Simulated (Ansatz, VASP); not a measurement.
# Two plane-wave programs on NaF

```
Na F
1.0
     0.00000    2.27985    2.32330
     2.36675    0.00000    2.32330
     2.36675    2.27985    0.00000
Na F
1 1
Direct
  0.00000 0.00000 0.00000
  0.50000 0.50000 0.50000
```

Change from the starting cell: strain +0.0187 x Voigt [1, -1, 0, 0, 0, 0], atoms carried along.

Alike in both runs: task single point; functional PBE; k mesh 8 × 8 × 8; occupations gaussian, width 0.05 eV; no spin polarisation.

|  | VASP | Ansatz |
| --- | --- | --- |
| version | VASP 6.6.1 | Ansatz 0.2.0 |
| potentials or method | VASP PAW PBE potentials, release 64 (Na_pv, F) | scalar-relativistic, plane waves, PAW |
| plane-wave cutoff (eV) | 520 | 420 |
| valence electrons in the cell | 14 | 16 |

|  | VASP | Ansatz | Ansatz less VASP |
| --- | --- | --- | --- |
| gap on the k mesh at the Fermi level (eV) | 6.25 | 6.27 | +0.016 |
| least direct gap on the mesh (eV) | 6.25 | 6.27 | +0.016 |
| pressure (GPa) | 1.7 | 1.8 | +0.13 |
| largest component of the traceless stress (GPa) | 1.67 | 1.62 | -0.053 |

The two sets of potentials don't hold the same shells in valence.
